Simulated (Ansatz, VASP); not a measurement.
Ni: VASP beside Ansatz

Contents of INCAR:

```
PREC     = Accurate       # precision mode
ENCUT    = 520            # plane-wave cutoff, eV
EDIFF    = 1E-6           # SCF threshold, eV
ISMEAR   = -1             # smearing method
SIGMA    = 0.1            # smearing width, eV
LREAL    = False          # projectors in reciprocal space
LASPH    = True           # aspherical terms in the spheres
NELM     = 100            # most SCF steps
ALGO     = Normal         # electronic algorithm
ISIF     = 2              # what is computed and relaxed
LWAVE    = False          # write WAVECAR
LCHARG   = False          # write CHGCAR
GGA      = PS             # functional
NBANDS   = 17             # bands
```

Contents of KPOINTS:

```
Automatic mesh
0
Gamma
  17 17 9
```

File POSCAR:

```
Ni
1.0
    2.4756220379      0.0000000000      0.0000000000
   -1.2378110189      2.1439515750      0.0000000000
    0.0000000000      0.0000000000      4.0703984720
Ni
2
Direct
    0.3333333333      0.6666666667      0.2500000000
    0.6666666667      0.3333333333      0.7500000000
```

Input for Ansatz:

```yaml
crystal:
  lattice:
    - [2.4756220379, 0.0, 0.0]
    - [-1.2378110189, 2.143951575, 0.0]
    - [0.0, 0.0, 4.070398472]
  atoms:
    - { symbol: Ni, position: [0.3333333333, 0.6666666667, 0.25] }
    - { symbol: Ni, position: [0.6666666667, 0.3333333333, 0.75] }
hamiltonian:
  xc: pbesol
  pseudopotentials:
    kind: paw
    azcp:
      Ni: "pseudopotentials/Ni.paw.azcp"
basis:
  ecutwfc: 420
  fft_grid_basis: typed
kpoints:
  mp_grid: { grid: [17, 17, 9], shift: [0, 0, 0] }
magnetization:
  spin_polarized: false
scf:
  occupations: { method: fermi_dirac, width: 0.1 }
  lower_state_search: "off"
output:
  stress: true
```

Alike in both runs: task single point; functional PBEsol; k mesh 17 × 17 × 9; occupations fermi-dirac, width 0.1 eV; no spin polarisation.

|  | VASP | Ansatz |
| --- | --- | --- |
| version | VASP 6.6.1 | Ansatz 0.2.0 |
| potentials or method | VASP PAW PBE potentials, release 64 (Ni) | plane waves (420 eV) with PAW, scalar-relativistic |
| plane-wave cutoff (eV) | 520 | 420 |
| valence electrons in the cell | 20 | 36 |

```csv
,VASP,Ansatz,Ansatz less VASP
pressure (GPa),-8.1,-8.2,-0.12
largest component of the traceless stress (GPa),0.05,0.00,-0.050
```

The two sets of potentials don't hold the same shells in valence. Ansatz warned: «pseudo_functional_mismatch».

Caveats: the PAW data sets were made with another functional, which shifts forces and pressure a little (VASP); the run has no spin polarisation, though such a crystal can be magnetic. Spin polarisation is off, so any magnetic state and its effect on volume and gap are missing.
